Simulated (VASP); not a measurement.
# Mg16O15 (a cell with a defect) in VASP: notebook

Aim: see how the results for Mg16O15 (a cell with a defect) move with the level of theory and the settings. Levels: PBE, HSE06. Tasks: relaxation of the atoms, single point.

Everything below comes from runs of VASP 6.6.1. Logs are shortened: lines on timing, memory, paths and dates and some standing lists are left out, and cuts for length are marked.

## (1) The crystal as given

The cell holds a defect, 31 atoms: a = 7.352 Å, b = 7.352 Å, c = 7.352 Å, α = 109.47°, β = 109.47°, γ = 109.47°.

## (2) Relaxation of the atoms, PBE, collinear spin, ferromagnetic start

INCAR

```
  PREC = Normal
  ENCUT = 450
  EDIFF = 1E-6
  ISMEAR = 0
  SIGMA = 0.01
  LREAL = Auto
  LASPH = T
  NELM = 150
  ALGO = Normal
  ISIF = 2
  LWAVE = F
  LCHARG = F
  ISPIN = 2
  MAGMOM = 0 0.166667 0 0 0.166667 0.166667 0.166667 0 0 0 0 0 0 0 0.166667 0.166667 0 0 0 0 0 0 0 0 0 0 0 0 0 0 0
  LORBIT = 11
  GGA = PE
  IBRION = 2
  NSW = 70
  EDIFFG = -0.025
  AMIX = 0.2
  BMIX = 1E-4
  AMIX_MAG = 0.8
  BMIX_MAG = 1E-4
  ICORELEVEL = 1
  NELECT = 121.0
  ISYM = 0
  KPAR = 4
  NCORE = 2
```

KPOINTS

```
regular mesh
0
Monkhorst-Pack
  2 2 2
```

POSCAR

```
Mg16O15
1.0
   -4.2449620000      4.2449620000     -4.2449620000
    4.2449620000      4.2449620000      4.2449620000
    4.2449620000     -4.2449620000     -4.2449620000
Mg O
16 15
Direct
    0.2500000000      0.0000000000      0.7500000000
    0.0033059900      0.2610487300      0.7562040900
    0.5000000000      0.0000000000      0.5000000000
    0.7500000000      0.5000000000      0.7500000000
    0.2627674200      0.2593885600      0.5144015100
    0.5070186200      0.7486258300      0.7370334400
    0.0018109200      0.4871568800      0.4969854900
    0.7500000000      0.0000000000      0.2500000000
    0.5000000000      0.2500000000      0.2500000000
    0.7500000000      0.7500000000      0.5000000000
    0.0000000000      0.0000000000      0.0000000000
    0.2500000000      0.5000000000      0.2500000000
    0.0000000000      0.7500000000      0.2500000000
    0.7500000000      0.2500000000      0.0000000000
    0.4981525600      0.4994631100      0.0060687800
    0.2411923400      0.7416246300      0.9954734200
    0.0000000000      0.7500000000      0.7500000000
    0.5000000000      0.5000000000      0.5000000000
    0.7500000000      0.0000000000      0.7500000000
    0.2500000000      0.7500000000      0.5000000000
    0.5000000000      0.2500000000      0.7500000000
    0.0000000000      0.0000000000      0.5000000000
    0.7500000000      0.5000000000      0.2500000000
    0.5000000000      0.7500000000      0.2500000000
    0.7500000000      0.2500000000      0.5000000000
    0.0000000000      0.5000000000      0.0000000000
    0.2500000000      0.0000000000      0.2500000000
    0.0000000000      0.2500000000      0.2500000000
    0.7500000000      0.7500000000      0.0000000000
    0.5000000000      0.0000000000      0.0000000000
    0.2500000000      0.2500000000      0.0000000000
```

Potentials or basis: VASP PAW PBE potentials, release 64 (Mg, O).

Run with:

```console
$ cat potpaw_PBE.64/Mg/POTCAR potpaw_PBE.64/O/POTCAR > POTCAR
$ mpirun -np 8 vasp_std > vasp.out
```

OUTCAR:

```text
PREC = Normal
   ENCUT = 450
   EDIFF = 1E-6
   ISMEAR = 0
   LREAL = Auto
   LASPH = T
   NELM = 150
   ISIF = 2
   ISPIN = 2
   LORBIT = 11
   GGA = PE
   IBRION = 2
   NSW = 70
   EDIFFG = -0.025
   AMIX = 0.2
   AMIX_MAG = 0.8
   NELECT = 121.0
   ISYM = 0

 ion  position               nearest neighbor table
   1  0.250  0.000  0.750-  17 2.12  20 2.12  21 2.12  22 2.12  30 2.12  31 2.12   5 2.97  15 3.00
                            14 3.00  10 3.00   3 3.00   9 3.00  13 3.00  11 3.00  16 3.03   2 3.05
   2  0.003  0.261  0.756-  26 2.06  25 2.12  31 2.13  19 2.16  22 2.18  16 2.89   7 2.92   4 2.96
                            12 2.96  15 2.97  14 2.98   5 3.01   3 3.02  11 3.03   8 3.04   1 3.05
   3  0.500  0.000  0.500-  19 2.12  20 2.12  21 2.12  24 2.12  25 2.12  27 2.12   6 2.93   5 2.98
                             4 3.00  12 3.00  13 3.00  10 3.00  14 3.00   1 3.00   8 3.00   9 3.00
   4  0.750  0.500  0.750-  17 2.12  18 2.12  21 2.12  25 2.12  26 2.12  29 2.12   5 2.93  16 2.95
                             6 2.95   2 2.96  11 3.00   3 3.00  14 3.00  10 3.00   9 3.00  13 3.00
   5  0.263  0.259  0.514-  21 2.05  18 2.09  22 2.16  27 2.17  28 2.20   4 2.93   7 2.94   6 2.94
                            15 2.95   1 2.97   3 2.98   2 3.01   9 3.01  12 3.03  13 3.06   8 3.08
   6  0.507  0.749  0.737-  18 2.03  19 2.05  20 2.11  29 2.15  30 2.21  10 2.88  12 2.93   3 2.93
                             5 2.94   4 2.95  11 2.96  14 3.01   7 3.04   1 3.05   8 3.08  15 3.11
   7  0.002  0.487  0.497-  28 2.05  25 2.09  20 2.16  23 2.17  17 2.20   2 2.92   8 2.93   5 2.94
                            12 2.97  14 2.99  16 2.99   9 3.01   4 3.03   6 3.04  13 3.06   1 3.08
   8  0.750  0.000  0.250-  22 2.12  24 2.12  25 2.12  28 2.12  29 2.12  30 2.12   7 2.93   3 3.00
                             9 3.00  10 3.00  11 3.00  13 3.00  14 3.00  15 3.01   2 3.04  16 3.05
   9  0.500  0.250  0.250-  18 2.12  23 2.12  25 2.12  27 2.12  30 2.12  31 2.12  15 2.96  10 3.00
[... 16 lines left out ...]
  18  0.500  0.500  0.500-   6 2.03   5 2.09   4 2.12   9 2.12  10 2.12  12 2.12
  19  0.750  0.000  0.750-   6 2.05   3 2.12  10 2.12  11 2.12  14 2.12   2 2.16
  20  0.250  0.750  0.500-   6 2.11   3 2.12   1 2.12  12 2.12  13 2.12   7 2.16
  21  0.500  0.250  0.750-   5 2.05   3 2.12   4 2.12   1 2.12  14 2.12  15 2.15
  22  0.000  0.000  0.500-   1 2.12   8 2.12  10 2.12  13 2.12   5 2.16   2 2.18
  23  0.750  0.500  0.250-  15 2.10  10 2.12  13 2.12  14 2.12   9 2.12   7 2.17
  24  0.500  0.750  0.250-  15 2.09   8 2.12  10 2.12  12 2.12   3 2.12  16 2.14
  25  0.750  0.250  0.500-   7 2.09   2 2.12   4 2.12   3 2.12   8 2.12   9 2.12
  26  0.000  0.500  0.000-   2 2.06  16 2.07  12 2.12  13 2.12  14 2.12   4 2.12
  27  0.250  0.000  0.250-   3 2.12   9 2.12  11 2.12  13 2.12  16 2.14   5 2.17
  28  0.000  0.250  0.250-   7 2.05   8 2.12  11 2.12  12 2.12  14 2.12   5 2.20
  29  0.750  0.750  0.000-   4 2.12   8 2.12  11 2.12  13 2.12   6 2.15  15 2.16
  30  0.500  0.000  0.000-   1 2.12   8 2.12   9 2.12  14 2.12  16 2.18   6 2.21
  31  0.250  0.250  0.000-  15 2.09   9 2.12  11 2.12  12 2.12   1 2.12   2 2.13

IMPORTANT INFORMATION: All symmetrisations will be switched off!
NOSYMM: (Re-)initialisation of all symmetry stuff for point group C_1.

----------------------------------------------------------------------------------------

                                     Primitive cell

  volume of cell :     305.9718

  direct lattice vectors                    reciprocal lattice vectors
    -4.244962000  4.244962000 -4.244962000     0.000000000  0.117786685 -0.117786685
     4.244962000  4.244962000  4.244962000     0.117786685  0.117786685  0.000000000
     4.244962000 -4.244962000 -4.244962000     0.117786685  0.000000000 -0.117786685

  length of vectors
     7.352489860  7.352489860  7.352489860     0.166575527  0.166575527  0.166575527

  position of ions in fractional coordinates (direct lattice)
     0.250000000  0.000000000  0.750000000
[... 55 lines left out ...]
  in kB      -37.9101029    -37.1969987    -39.2751431     -2.7014646      0.3018008     -0.0101588
  external PRESSURE =     -38.1274149 kB  Pullay stress =       0.0000000 kB
[... 442 lines left out ...]
--------------------------------------- Ionic step        8  -------------------------------------------

 number of electron     120.9999752 magnetization       1.0000000

 Free energy of the ion-electron system (eV)
  ---------------------------------------------------
  ext. energy  EPLUGINS =         0.00000000
  ---------------------------------------------------
  free energy    TOTEN  =      -184.66131053 eV

  energy without entropy =     -184.66131053  energy(sigma->0) =     -184.66131053

 the core state eigenenergies are
   1-  1s  -1248.9818  2s    -69.3511  2p    -36.1061
   2-  1s  -1249.1964  2s    -69.6006  2p    -36.3548
   3-  1s  -1249.2304  2s    -69.5841  2p    -36.3393
   4-  1s  -1248.9808  2s    -69.3500  2p    -36.1049
   5-  1s  -1249.1956  2s    -69.6004  2p    -36.3546
   6-  1s  -1249.1896  2s    -69.5965  2p    -36.3507
[... 8 lines left out ...]
  15-  1s  -1249.1910  2s    -69.5971  2p    -36.3513
  16-  1s  -1249.1919  2s    -69.5980  2p    -36.3522
  17-  1s   -500.4057
  18-  1s   -500.4065
  19-  1s   -500.4694
  20-  1s   -500.4059
  21-  1s   -500.4055
  22-  1s   -500.4043
  23-  1s   -500.4690
  24-  1s   -500.4060
  25-  1s   -500.4036
  26-  1s   -500.4048
  27-  1s   -500.4692
  28-  1s   -500.4053
  29-  1s   -500.4070
  30-  1s   -500.4061
  31-  1s   -500.4045

 E-fermi :   4.8768     XC(G=0): -10.7704

 val. band max:        4.8000759575   @ k =  -0.2500   0.2500   0.2500
 cond. band min:       6.2595929088   @ k =   0.2500   0.2500  -0.2500
 fundamental gap:      1.4595169513
 Fermi energy:         4.8768387040

 spin component 1

 k-point     1 :       0.2500    0.2500    0.2500
  band No.  band energies     occupation
      1     -13.7516      1.00000
      2     -13.7510      1.00000
      3     -13.7504      1.00000
      4     -13.5261      1.00000
      5     -13.0803      1.00000
      6     -13.0794      1.00000
[... 289 lines left out ...]
     71      12.1038      0.00000
     72      12.1040      0.00000
 Fermi energy:         4.8768387040

 spin component 2

 k-point     1 :       0.2500    0.2500    0.2500
  band No.  band energies     occupation
      1     -13.7337      1.00000
      2     -13.7332      1.00000
      3     -13.7325      1.00000
      4     -13.4976      1.00000
      5     -13.0655      1.00000
      6     -13.0646      1.00000
[... 289 lines left out ...]
     71      12.2552      0.00000
     72      12.2970      0.00000
 [bands above 72 left out]

------------------------ aborting loop because EDIFF is reached ----------------------------------------

  FORCE on cell =-STRESS in cart. coord.  units (eV):
  Direction    XX          YY          ZZ          XY          YZ          ZX
  --------------------------------------------------------------------------------------
  -------------------------------------------------------------------------------------
  Total       -6.7592277     -6.7344019     -6.7594662     -0.0103232      0.0119398      0.0073101
  in kB      -35.3937231    -35.2637263    -35.3949721     -0.0540559      0.0625211      0.0382784
  external PRESSURE =     -35.3508072 kB  Pullay stress =       0.0000000 kB
[... 46 lines left out ...]
  FREE ENERGIE OF THE ION-ELECTRON SYSTEM (eV)
  ---------------------------------------------------
  free  energy   TOTEN  =      -184.6613105298 eV

  energy  without entropy=     -184.6613105298  energy(sigma->0) =     -184.66131053

 reached required accuracy - stopping structural energy minimisation

 total charge

# of ion       s       p       d       tot
------------------------------------------
    1        0.143   0.169   0.073   0.385
    2        0.150   0.170   0.071   0.392
    3        0.142   0.167   0.072   0.381
    4        0.143   0.169   0.073   0.385
    5        0.150   0.171   0.071   0.392
    6        0.150   0.171   0.071   0.392
[... 23 lines left out ...]
   30        1.552   3.534   0.000   5.086
   31        1.552   3.534   0.000   5.086
--------------------------------------------------
tot         25.611  55.792   1.149  82.552

 magnetization (x)

# of ion       s       p       d       tot
------------------------------------------
    1       -0.000  -0.000  -0.000  -0.001
    2        0.005   0.008   0.003   0.015
    3        0.001   0.001   0.000   0.001
    4       -0.000  -0.000  -0.000  -0.001
    5        0.005   0.008   0.003   0.015
    6        0.004   0.007   0.003   0.015
[... 23 lines left out ...]
   30        0.002   0.015   0.000   0.017
   31        0.002   0.015   0.000   0.017
--------------------------------------------------
tot          0.049   0.237   0.020   0.307
```

Wall time 2.2 min (8 MPI ranks of Intel Xeon Platinum 8559C (Emerald Rapids), shared host); peak memory 0.25 GiB.

What came out:

```
Free energy                                           : -184.6613 eV
Energy gained by relaxing                             : 26.0 meV/atom
Ionic steps                                           : 8
Largest force after relaxing                          : 0.023 eV/Å
Net moment                                            : 1.00 μB per cell
Valence electrons inside the program's atomic spheres : Mg 0.39, 0.38; O 5.09, 5.11
```

Forces in eV/Å, atoms in the order of the input:
```
Mg   0.006  0.001  0.007
Mg   0.008 -0.008 -0.003
Mg   0.012 -0.001 -0.003
Mg  -0.011 -0.004 -0.003
Mg  -0.002  0.008  0.004
Mg  -0.001 -0.018 -0.004
Mg   0.005  0.003  0.004
Mg   0.011  0.001 -0.009
Mg  -0.004 -0.004 -0.002
Mg  -0.001 -0.005  0.009
Mg  -0.013  0.003  0.003
Mg  -0.006 -0.001  0.003
Mg  -0.003 -0.006  0.000
Mg  -0.011  0.010 -0.018
Mg   0.000  0.002  0.009
Mg  -0.008 -0.004 -0.002
O   -0.003  0.000  0.007
O    0.000 -0.007  0.009
O    0.001 -0.002 -0.007
O    0.012 -0.004 -0.002
O   -0.004  0.002  0.009
O    0.008  0.006  0.007
O   -0.003  0.002 -0.007
O    0.008 -0.001 -0.001
O    0.010  0.009 -0.010
O   -0.007  0.002 -0.006
O   -0.008  0.001  0.006
O    0.006  0.004  0.000
O    0.000 -0.001 -0.001
O    0.005  0.001 -0.006
O   -0.007  0.007  0.009
```

Step by step:
```
step  energy change (eV)  largest force (eV/Å)  pressure (GPa)
   1              0.0000                2.1266           -3.81
   2             -0.7394                0.5770           -3.68
   3             -0.7518                0.3815           -3.56
   4             -0.7915                0.2071           -3.55
   5             -0.8000                0.1436           -3.52
   6             -0.8051                0.0551           -3.53
   7             -0.8056                0.0590           -3.54
   8             -0.8068                0.0235           -3.54
```

Final structure:
```yaml
crystal:
  lattice:
    - [-4.24496, 4.24496, -4.24496]
    - [4.24496, 4.24496, 4.24496]
    - [4.24496, -4.24496, -4.24496]
  atoms:
    - { symbol: Mg, position: [0.25049, 0.99970, 0.75024] }
    - { symbol: Mg, position: [0.98994, 0.23948, 0.75001] }
    - { symbol: Mg, position: [0.50058, 0.99976, 0.49990] }
    - { symbol: Mg, position: [0.75046, 0.50022, 0.75041] }
    - { symbol: Mg, position: [0.25045, 0.23940, 0.48998] }
    - { symbol: Mg, position: [0.51114, 0.76067, 0.74999] }
    - { symbol: Mg, position: [0.98986, 0.49958, 0.48955] }
    - { symbol: Mg, position: [0.75011, 0.99950, 0.24965] }
    - { symbol: Mg, position: [0.50055, 0.25011, 0.25044] }
    - { symbol: Mg, position: [0.75090, 0.75004, 0.50043] }
    - { symbol: Mg, position: [0.00062, 0.00035, 0.00065] }
    - { symbol: Mg, position: [0.25045, 0.49992, 0.25024] }
    - { symbol: Mg, position: [0.00063, 0.75002, 0.25031] }
    - { symbol: Mg, position: [0.75001, 0.24992, 0.99987] }
    - { symbol: Mg, position: [0.51093, 0.49986, 0.01089] }
    - { symbol: Mg, position: [0.25034, 0.76058, 0.01074] }
    - { symbol: O, position: [0.00240, 0.74809, 0.75036] }
    - { symbol: O, position: [0.49880, 0.50010, 0.50228] }
    - { symbol: O, position: [0.75071, 0.00004, 0.75009] }
    - { symbol: O, position: [0.25047, 0.74787, 0.50181] }
    - { symbol: O, position: [0.49855, 0.25184, 0.75042] }
    - { symbol: O, position: [0.00231, 0.00339, 0.50203] }
    - { symbol: O, position: [0.75058, 0.49979, 0.25027] }
    - { symbol: O, position: [0.49851, 0.74784, 0.24622] }
    - { symbol: O, position: [0.75386, 0.25148, 0.50171] }
    - { symbol: O, position: [0.00209, 0.50003, 0.99828] }
    - { symbol: O, position: [0.25094, 0.00020, 0.25072] }
    - { symbol: O, position: [0.00216, 0.25155, 0.25380] }
    - { symbol: O, position: [0.74665, 0.74813, 0.99831] }
    - { symbol: O, position: [0.49833, 0.99601, 0.99800] }
    - { symbol: O, position: [0.25042, 0.25182, 0.99858] }
```

Core levels (eV, on the scale of the bands):
| atom | levels |
| --- | --- |
| 1 Mg | 1s -1249.0, 2s -69.4, 2p -36.1 |
| 2 Mg | 1s -1249.2, 2s -69.6, 2p -36.4 |
| 3 Mg | 1s -1249.2, 2s -69.6, 2p -36.3 |
| 4 Mg | 1s -1249.0, 2s -69.3, 2p -36.1 |
| 5 Mg | 1s -1249.2, 2s -69.6, 2p -36.4 |
| 6 Mg | 1s -1249.2, 2s -69.6, 2p -36.4 |

Caveat: the k mesh is coarse (spacing up to 0.52 Å⁻¹), so the values aren't converged; the cell is charged against a uniform background, so pressure and absolute levels hang on convention; the cutoff is under 1.25 times the usual one of these potentials, so pressure, stress and relaxed cells hold a basis-set (Pulay) error.

(Part 1 of 2 ends here.)
